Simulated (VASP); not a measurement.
# Pb (Im-3m) in VASP: further runs

One crystal, Pb, is run at these levels: TPSS, revPBE, LDA; tasks: optical spectrum, density of states, equation of state.

Program: VASP 6.6.1. These are calculated values, not measurements. Logs are shortened: lines on timing, memory, paths and dates and some standing lists are left out, and cuts for length are marked.

### 1 Starting point

It takes space group Im-3m (No. 229, cubic). The conventional cell has a = 3.959 Å, b = 3.959 Å, c = 3.959 Å, α = 90.00°, β = 90.00°, γ = 90.00°. Pb (site symmetry m-3m) is surrounded by 8 Pb at 3.43 Å.

This isn't the form of Pb at room conditions, which is fcc.

### 2 Optical spectrum, TPSS (volume scaled by 1.15)

Contents of INCAR:

```
SYSTEM = Pb
ALGO = Normal ; CSHIFT = 0.05
EDIFF = 1E-6 ; ENCUT = 520
ISIF = 2 ; ISMEAR = 0
LASPH = .TRUE. ; LCHARG = .FALSE.
LMIXTAU = .TRUE. ; LOPTICS = .TRUE.
LREAL = .FALSE. ; LWAVE = .FALSE.
METAGGA = TPSS ; NBANDS = 46
NEDOS = 2000 ; NELM = 80
PREC = Accurate ; SIGMA = 0.05
```

Contents of Pb.cif:

```cif
data_Pb
_cell_length_a 4.14813729
_cell_length_b 4.14813729
_cell_length_c 4.14813729
_cell_angle_alpha 90.00000000
_cell_angle_beta 90.00000000
_cell_angle_gamma 90.00000000
_space_group_name_H-M_alt 'Im-3m'
_space_group_name_Hall '-I 4 2 3'
_space_group_IT_number 229
loop_
_space_group_symop_operation_xyz
'x,y,z'
'-x,-y,-z'
'-y,x,z'
'y,-x,-z'
'-x,-y,z'
'x,y,-z'
'y,-x,z'
'-y,x,-z'
'x,-y,-z'
'-x,y,z'
'-y,-x,-z'
'y,x,z'
'-x,y,-z'
'x,-y,z'
'y,x,-z'
'-y,-x,z'
'z,x,y'
'-z,-x,-y'
'z,-y,x'
'-z,y,-x'
'z,-x,-y'
'-z,x,y'
'z,y,-x'
'-z,-y,x'
'-z,x,-y'
'z,-x,y'
'-z,-y,-x'
'z,y,x'
'-z,-x,y'
'z,x,-y'
'-z,y,x'
'z,-y,-x'
'y,z,x'
'-y,-z,-x'
'x,z,-y'
'-x,-z,y'
'-y,z,-x'
'y,-z,x'
'-x,z,y'
'x,-z,-y'
'-y,-z,x'
'y,z,-x'
'-x,-z,-y'
'x,z,y'
'y,-z,-x'
'-y,z,x'
'x,-z,y'
'-x,z,-y'
'x+1/2,y+1/2,z+1/2'
'-x+1/2,-y+1/2,-z+1/2'
'-y+1/2,x+1/2,z+1/2'
'y+1/2,-x+1/2,-z+1/2'
'-x+1/2,-y+1/2,z+1/2'
'x+1/2,y+1/2,-z+1/2'
'y+1/2,-x+1/2,z+1/2'
'-y+1/2,x+1/2,-z+1/2'
'x+1/2,-y+1/2,-z+1/2'
'-x+1/2,y+1/2,z+1/2'
'-y+1/2,-x+1/2,-z+1/2'
'y+1/2,x+1/2,z+1/2'
'-x+1/2,y+1/2,-z+1/2'
'x+1/2,-y+1/2,z+1/2'
'y+1/2,x+1/2,-z+1/2'
'-y+1/2,-x+1/2,z+1/2'
'z+1/2,x+1/2,y+1/2'
'-z+1/2,-x+1/2,-y+1/2'
'z+1/2,-y+1/2,x+1/2'
'-z+1/2,y+1/2,-x+1/2'
'z+1/2,-x+1/2,-y+1/2'
'-z+1/2,x+1/2,y+1/2'
'z+1/2,y+1/2,-x+1/2'
'-z+1/2,-y+1/2,x+1/2'
'-z+1/2,x+1/2,-y+1/2'
'z+1/2,-x+1/2,y+1/2'
'-z+1/2,-y+1/2,-x+1/2'
'z+1/2,y+1/2,x+1/2'
'-z+1/2,-x+1/2,y+1/2'
'z+1/2,x+1/2,-y+1/2'
'-z+1/2,y+1/2,x+1/2'
'z+1/2,-y+1/2,-x+1/2'
'y+1/2,z+1/2,x+1/2'
'-y+1/2,-z+1/2,-x+1/2'
'x+1/2,z+1/2,-y+1/2'
'-x+1/2,-z+1/2,y+1/2'
'-y+1/2,z+1/2,-x+1/2'
'y+1/2,-z+1/2,x+1/2'
'-x+1/2,z+1/2,y+1/2'
'x+1/2,-z+1/2,-y+1/2'
'-y+1/2,-z+1/2,x+1/2'
'y+1/2,z+1/2,-x+1/2'
'-x+1/2,-z+1/2,-y+1/2'
'x+1/2,z+1/2,y+1/2'
'y+1/2,-z+1/2,-x+1/2'
'-y+1/2,z+1/2,x+1/2'
'x+1/2,-z+1/2,y+1/2'
'-x+1/2,z+1/2,-y+1/2'
loop_
_atom_site_label
_atom_site_type_symbol
_atom_site_symmetry_multiplicity
_atom_site_Wyckoff_symbol
_atom_site_fract_x
_atom_site_fract_y
_atom_site_fract_z
_atom_site_occupancy
Pb1 Pb 2 a 0.0000000000 0.0000000000 0.0000000000 1
```

Contents of KPOINTS:

```
k-points
0
G
  7 7 7
  0 0 0
```

Contents of POSCAR:

```
Pb
 1.0000000000000000
     4.1481372900000002    0.0000000000000000    0.0000000000000000
     0.0000000000000000    4.1481372900000002    0.0000000000000000
     0.0000000000000000    0.0000000000000000    4.1481372900000002
 Pb 
   2
Cartesian
  0.0000000000000000  0.0000000000000000  0.0000000000000000
  2.0740686450000001  2.0740686450000001  2.0740686450000001
```

Potentials or basis: VASP PAW PBE potentials, release 64 (Pb_d).

Launch:

```bash
ase convert -i cif -o vasp Pb.cif POSCAR
cat potpaw_PBE.64/Pb_d/POTCAR > POTCAR
mpirun -np 1 vasp_std > vasp.out
```

OUTCAR:

```text
SYSTEM = Pb
   EDIFF = 1E-6
   ENCUT = 520
   ISIF = 2
   ISMEAR = 0
   LASPH = .TRUE.
   LREAL = .FALSE.
   METAGGA = TPSS
   NELM = 80
   PREC = Accurate

 ion  position               nearest neighbor table
   1  0.000  0.000  0.000-   2 3.59   2 3.59   2 3.59   2 3.59   2 3.59   2 3.59   2 3.59   2 3.59

   2  0.500  0.500  0.500-   1 3.59   1 3.59   1 3.59   1 3.59   1 3.59   1 3.59   1 3.59   1 3.59

  LATTYP: Found a simple cubic cell.
 ALAT       =     4.1481372900

  Lattice vectors:

 A1 = (   4.1481372900,   0.0000000000,   0.0000000000)
 A2 = (   0.0000000000,   4.1481372900,   0.0000000000)
 A3 = (   0.0000000000,   0.0000000000,   4.1481372900)

Analysis of symmetry for initial positions (statically):
=====================================================================
 Subroutine PRICEL returns following result:

  LATTYP: Found a body centered cubic cell.
 ALAT       =     4.1481372900

  Lattice vectors:

 A1 = (   2.0740686450,   2.0740686450,  -2.0740686450)
 A2 = (  -2.0740686450,   2.0740686450,   2.0740686450)
 A3 = (   2.0740686450,  -2.0740686450,   2.0740686450)

   2 primitive cells build up your supercell.

 Routine SETGRP: Setting up the symmetry group for a
 simple cubic supercell.

 Subroutine GETGRP returns: Found 48 space group operations
 (whereof 48 operations were pure point group operations)
 out of a pool of 48 trial point group operations.

The static configuration has the point symmetry O_h .

Analysis of symmetry for dynamics (positions and initial velocities):
=====================================================================
 Subroutine PRICEL returns following result:

  LATTYP: Found a body centered cubic cell.
 ALAT       =     4.1481372900

  Lattice vectors:

 A1 = (   2.0740686450,   2.0740686450,  -2.0740686450)
 A2 = (  -2.0740686450,   2.0740686450,   2.0740686450)
 A3 = (   2.0740686450,  -2.0740686450,   2.0740686450)

   2 primitive cells build up your supercell.

 Routine SETGRP: Setting up the symmetry group for a
 simple cubic supercell.

 Subroutine GETGRP returns: Found 48 space group operations
 (whereof 48 operations were pure point group operations)
 out of a pool of 48 trial point group operations.

The dynamic configuration has the point symmetry O_h .

 Subroutine INISYM returns: Found 48 space group operations
 (whereof 48 operations are pure point group operations),
 and found     2 'primitive' translations

----------------------------------------------------------------------------------------

                                     Primitive cell

  volume of cell :      35.6886

  direct lattice vectors                    reciprocal lattice vectors
[... 107 lines left out ...]
   AEXX    =    0.0000 exact exchange contribution
   IVDW    =     0    specifies the selected vdW correction
   LEPSILON=     F    determine dielectric tensor
   LRPA    =     F    only Hartree local field effects (RPA)
 non-spin polarized calculation
 Gauss-broadening in eV      SIGMA  =   0.05
  energy-cutoff  :      520.00
  volume of cell :       71.38
 maximum number of plane-waves:      1935
 NGX is ok and might be reduce to    32
   NGX = 15   NGY = 15   NGZ = 15

 number of electron      27.9999989 magnetization

 Free energy of the ion-electron system (eV)
  ---------------------------------------------------
  ext. energy  EPLUGINS =         0.00000000
  ---------------------------------------------------
  free energy    TOTEN  =        -5.75540016 eV

  energy without entropy =       -5.75434609  energy(sigma->0) =       -5.75487313

 E-fermi :   5.4554     XC(G=0):  -9.6819

 val. band max:        5.4469070900   @ k =   0.2857   0.2857   0.0000
 cond. band min:       5.5720228434   @ k =   0.1429   0.0000   0.0000
 fundamental gap:      0.1251157534
 Fermi energy:         5.4554426516

 k-point     1 :       0.0000    0.0000    0.0000
  band No.  band energies     occupation
      1     -11.5866      2.00000
      2     -11.5866      2.00000
[... 30 lines left out ...]
      0.00000      0.00000      0.00000        -0.000000      0.000000     -0.000000
      2.07407      2.07407      2.07407         0.000000     -0.000000      0.000000
 -----------------------------------------------------------------------------------
    total drift:                                0.000000      0.000000     -0.000000

  FREE ENERGIE OF THE ION-ELECTRON SYSTEM (eV)
  ---------------------------------------------------
  free  energy   TOTEN  =        -5.7554001643 eV

  energy  without entropy=       -5.7543460867  energy(sigma->0) =       -5.75487313

 electrical conductivity sigma (Mega S m-1) (frequency dependency in vasprun.xml)
  --------------------------------------------------------------------------------------
       0.176       0.000      -0.000
       0.000       0.176       0.000
      -0.000       0.000       0.176

  frequency dependent IMAGINARY DIELECTRIC FUNCTION (independent particle, no local field effects) density-density
     E(ev)      X         Y         Z        XY        YZ        ZX
  --------------------------------------------------------------------------------------------------------------
     0.00000     0.00000     0.00000     0.00000     0.00000     0.00000     0.00000
     0.56930    27.62272    27.62272    27.62272    -0.00000     0.00000    -0.00000
     1.13860    36.61701    36.61701    36.61701    -0.00000     0.00000    -0.00000
     1.70790     7.05868     7.05868     7.05868    -0.00000     0.00000     0.00000
     2.27720    28.74953    28.74953    28.74953     0.00000     0.00000    -0.00000
     2.84650    13.19538    13.19538    13.19538    -0.00000    -0.00000     0.00000
[... 92 lines left out ...]
    55.79143     0.00047     0.00047     0.00047    -0.00000     0.00000    -0.00000
    56.36073     0.00044     0.00044     0.00044    -0.00000     0.00000    -0.00000

  frequency dependent      REAL DIELECTRIC FUNCTION (independent particle, no local field effects) density-density
     E(ev)        X           Y           Z          XY          YZ          ZX
  --------------------------------------------------------------------------------------------------------------
     0.00000    38.84793    38.84793    38.84793    -0.00000     0.00000    -0.00000
     0.56930   -23.51310   -23.51310   -23.51310    -0.00000     0.00000    -0.00000
     1.13860     7.96717     7.96717     7.96717    -0.00000     0.00000    -0.00000
     1.70790    19.12212    19.12212    19.12212    -0.00000     0.00000    -0.00000
     2.27720    17.80139    17.80139    17.80139    -0.00000     0.00000    -0.00000
     2.84650    -3.29070    -3.29070    -3.29070     0.00000    -0.00000    -0.00000
[... 92 lines left out ...]
    55.79143     0.84746     0.84746     0.84746     0.00000    -0.00000     0.00000
    56.36073     0.85260     0.85260     0.85260     0.00000    -0.00000     0.00000

  frequency dependent IMAGINARY DIELECTRIC FUNCTION (independent particle, no local field effects) current-current
     E(ev)      X         Y         Z        XY        YZ        ZX
  --------------------------------------------------------------------------------------------------------------
     0.00000   135.40374   135.40374   135.40374     0.00000     0.00000    -0.00000
     0.56930    21.24880    21.24880    21.24880     0.00000     0.00000    -0.00000
     1.13860    37.10453    37.10453    37.10453    -0.00000     0.00000    -0.00000
     1.70790     8.25749     8.25749     8.25749    -0.00000    -0.00000    -0.00000
     2.27720    29.78523    29.78523    29.78523     0.00000     0.00000    -0.00000
     2.84650    13.02851    13.02851    13.02851     0.00000     0.00000     0.00000
[... 92 lines left out ...]
    55.79143     0.00019     0.00019     0.00019    -0.00000     0.00000     0.00000
    56.36073     0.00017     0.00017     0.00017    -0.00000     0.00000     0.00000

  frequency dependent      REAL DIELECTRIC FUNCTION (independent particle, no local field effects) current-current
     E(ev)        X           Y           Z          XY          YZ          ZX
  --------------------------------------------------------------------------------------------------------------
     0.00000    38.16153    38.16153    38.16153     0.00000     0.00000    -0.00000
     0.56930   -27.11113   -27.11113   -27.11113     0.00000     0.00000    -0.00000
     1.13860     3.77808     3.77808     3.77808     0.00000     0.00000    -0.00000
     1.70790    18.78447    18.78447    18.78447    -0.00000    -0.00000    -0.00000
     2.27720    16.39524    16.39524    16.39524     0.00000     0.00000     0.00000
     2.84650    -3.76476    -3.76476    -3.76476     0.00000     0.00000     0.00000
[... 92 lines left out ...]
    55.79143     0.84748     0.84748     0.84748    -0.00000    -0.00000     0.00000
    56.36073     0.85261     0.85261     0.85261    -0.00000    -0.00000     0.00000
```

Wall time 2.6 min (1 thread of Intel Xeon Platinum 8259CL at 2.50GHz (Skylake/Cascade Lake), shared host); peak memory 0.23 GiB.

Results:

| Property | Result |
| --- | --- |
| Free energy | -5.7554 eV |
| Pressure | -4.4 GPa |
| Band gap on the k mesh | none (metal or under the smearing width) |

Dielectric function (mean over the directions given):
| energy (eV) | real part | imaginary part |
| --- | --- | --- |
| 0.26 | 49.25 | 6.41 |
| 1.28 | -4.34 | 6.89 |
| 2.31 | 12.25 | 35.24 |
| 3.33 | -4.67 | 9.70 |
| 4.36 | -1.43 | 3.70 |
| 5.38 | -0.88 | 0.35 |
| 6.40 | -0.05 | 0.55 |
| 7.51 | 0.36 | 1.10 |
| 8.54 | -0.58 | 1.34 |
| 9.56 | 0.42 | 0.80 |
| 10.59 | -0.07 | 0.67 |
| 11.61 | 0.52 | 0.90 |
| 12.64 | 0.56 | 0.24 |
| 13.75 | 0.34 | 0.25 |
| 14.77 | 0.78 | 0.22 |
| 15.80 | 0.86 | 0.09 |
| 16.82 | 1.30 | 0.20 |
| 17.85 | 0.72 | 0.53 |
| 18.87 | 0.85 | 0.88 |
| 19.98 | 1.14 | 0.68 |

Caveat: spectra need much finer meshes, so this one isn't converged; independent-particle spectra lack excitons; the intraband (Drude) part of a metal's response may be missing; the PAW data sets were made with another functional, which shifts forces and pressure a little. Spin-orbit coupling is left out, which matters for the levels of Pb.

[end of part 1 of 2]
